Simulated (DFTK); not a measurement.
# WS2 (Tungstenite) (P6_3/mmc) in DFTK: reference runs

Reference runs on WS2 (Tungstenite): the cell as given.

Everything below comes from runs of DFTK 0.8.2. Logs are shortened: lines on timing, memory, paths and dates and some standing lists are left out, and cuts for length are marked.

## Step 1: The structure

It takes space group P6_3/mmc (No. 194, hexagonal). Conventional cell: a = 3.180 Å, b = 3.180 Å, c = 12.500 Å, α = 90.00°, β = 90.00°, γ = 120.00°. W (site symmetry -6m2) is surrounded by 6 S at 2.41 Å. S (site symmetry 3m) has 3 W at 2.41 Å as nearest neighbours.

## Step 2: Single point, PBEsol

File run.jl:

```julia
using DFTK
using PseudoPotentialData
using Unitful, UnitfulAtomic
using LinearAlgebra, Printf
include("save.jl")
disable_threading()

# lattice vectors are the columns
lattice = austrip(1u"Å") * [          3.18          -1.59            0.0;
                      0.0    2.753960784            0.0;
                      0.0            0.0           12.5]
symbols   = [:W, :W, :S, :S, :S, :S]
positions = [[0.6666666667, 0.3333333333, 0.75],
             [0.3333333333, 0.6666666667, 0.25],
             [0.6666666667, 0.3333333333, 0.375],
             [0.3333333333, 0.6666666667, 0.875],
             [0.6666666667, 0.3333333333, 0.125],
             [0.3333333333, 0.6666666667, 0.625]]
pseudopotentials = PseudoFamily("dojo.nc.sr.pbesol.v0_4_1.standard.upf")
elements = Dict(s => ElementPsp(s, pseudopotentials) for s in unique(symbols))
atoms    = [elements[s] for s in symbols]

build_model(lattice, positions; symmetries=true) =
    model_DFT(lattice, atoms, positions;
              functionals=PBEsol(),
              temperature=austrip(0.05u"eV"),
              smearing=Smearing.FermiDirac(),
              symmetries)
Ecut  = 37.0  # hartree
kgrid = [10, 10, 3]
tol   = 1e-6
to_GPa = ustrip(uconvert(u"GPa", 1u"hartree/bohr^3"))

model = build_model(lattice, positions)
basis = PlaneWaveBasis(model; Ecut, kgrid)
display(basis)
scfres = self_consistent_field(basis;
                               tol,
                               nbandsalg=AdaptiveBands(model; n_bands_converge=33))
display(scfres.energies)
@printf "Fermi level: %.6f eV\n" ustrip(auconvert(u"eV", something(scfres.εF, NaN)))
forces = compute_forces_cart(scfres)
println("Forces (eV/Å)")
for (s, f) in zip(symbols, forces)
    @printf "%-3s %12.6f %12.6f %12.6f\n" s ustrip.(auconvert.(u"eV/Å", f))...
end
stress = compute_stresses_cart(scfres)
println("Stress (GPa)")
display(round.(stress * to_GPa; digits=4))
println("Levels at the first k-point (eV): ", round.(ustrip.(auconvert.(u"eV", scfres.eigenvalues[1][1:scfres.n_bands_converge])); digits=4))
save_scf!(scfres; forces, stress)
```

Potentials or basis: dojo.nc.sr.pbesol.v0_4_1.standard.upf (PBEsol).

Run with:

```
> julia --threads=1 run.jl  # save.jl only writes the numbers to a file and isn't shown; printed stress counts tension as positive; times include loading and compiling
```

What it wrote:

```text
PlaneWaveBasis discretization:

    Ecut                 : 37.0 Ha
    fft_size             : (36, 36, 144), 186624 total points
    kgrid                : MonkhorstPack([10, 10, 3])
    num.   red. kpoints  : 300
    num. irred. kpoints  : 28

    Discretized Model(gga_x_pbe_sol+gga_c_pbe_sol, 3D):
        lattice (in Bohr)    : [6.00933   , -3.00466  , 0         ]
                               [0         , 5.20423   , 0         ]
                               [0         , 0         , 23.6216   ]
        unit cell volume     : 738.74 Bohr³

        atoms                : S₄W₂
        pseudopot. family    : PseudoFamily("dojo.nc.sr.pbesol.v0_4_1.standard.upf")

        num. electrons       : 52
        spin polarization    : none
        temperature          : 0.0018375 Ha
        smearing             : DFTK.Smearing.FermiDirac()

        terms                : Kinetic()
                               AtomicLocal()
                               AtomicNonlocal()
                               Ewald(nothing)
                               PspCorrection()
                               Hartree()
                               Xc(gga_x_pbe_sol, gga_c_pbe_sol)
                               Entropy()
n     Energy            log10(ΔE)   log10(Δρ)   Diag   Δtime
---   ---------------   ---------   ---------   ----   ------
  1   -195.8788442937                   -0.70    7.2    71.3s
  2   -195.9218035005       -1.37       -1.15    2.0    33.2s
  3   -195.9290181829       -2.14       -1.67    4.7    63.8s
  4   -195.9291654650       -3.83       -2.27    1.6    45.3s
  5   -195.9292256764       -4.22       -2.66    3.7    58.3s
  6   -195.9292305569       -5.31       -3.03    2.1    47.0s
  7   -195.9292316470       -5.96       -3.63    3.5    61.8s
  8   -195.9292317927       -6.84       -4.18    3.6    68.2s
  9   -195.9292317954       -8.56       -4.69    3.7    57.9s
 10   -195.9292317969       -8.82       -5.02    2.9    52.8s
 11   -195.9292317972       -9.61       -5.57    3.1    47.7s
 12   -195.9292317972      -10.66       -5.75    3.5    63.1s
 13   -195.9292317972      -11.41       -6.21    2.0    41.9s
Energy breakdown (in Ha):
    Kinetic             56.1253603
    AtomicLocal         -178.1793320
    AtomicNonlocal      31.3570308
    Ewald               -117.1481338
    PspCorrection       4.0756587
    Hartree             53.4334189
    Xc                  -45.5932347
    Entropy             -0.0000000

    total               -195.929231797198
Fermi level: 9.507926 eV
Forces (eV/Å)
W      -0.000001    -0.000001    -0.000000
W       0.000000    -0.000001     0.000000
S      -0.000000    -0.000000    -0.151144
S       0.000000    -0.000000    -0.151144
S      -0.000000    -0.000000     0.151144
S       0.000000    -0.000000     0.151144
Stress (GPa)
3×3 StaticArraysCore.SMatrix{3, 3, Float64, 9} with indices SOneTo(3)×SOneTo(3):
  3.5162  -0.0     0.0
 -0.0      3.5162  0.0
  0.0     -0.0     1.1224
Levels at the first k-point (eV): [-65.5979, -65.5978, -29.8419, -29.8418, -29.68, -29.68, -29.6798, -29.6798, -6.498, -6.3108, -4.9135, -4.5497, 1.5145, 2.4462, 5.3376, 5.4904, 5.4904, 5.5016, 5.5016, 6.7253, 6.7253, 6.7679, 6.7679, 7.4786, 7.9028, 9.0261, 11.2644, 11.2644, 11.2717, 11.2717, 11.3796, 11.3796, 11.5337]
```

Run time: 19 min. Hardware: 1 thread of AMD EPYC (Zen 3), shared host; peak memory 3.5 GiB.

What came out:

```
Free energy            : -5331.5060 eV
Pressure               : -2.7 GPa
Largest force          : 0.151 eV/Å
Band gap on the k mesh : 1.08 eV, indirect (least direct gap 2.07 eV)
```

Forces on the atoms (eV/Å):
```
W    0.000  0.000  0.000
W    0.000  0.000  0.000
S    0.000  0.000 -0.151
S    0.000  0.000 -0.151
S    0.000  0.000  0.151
S    0.000  0.000  0.151
```

Stress tensor (GPa, compression positive):
```
-3.52  0.00  0.00
 0.00 -3.52  0.00
 0.00  0.00 -1.12
```

Caveat: spin-orbit coupling is left out, which moves the levels of the heavy elements; an odd mesh through Γ misses points on the zone boundary, where band edges often lie; this functional lacks dispersion, which binds the layers, so the pressure and a relaxed spacing across them are unreliable. As with any semilocal functional, this PBEsol gap is likely too small.
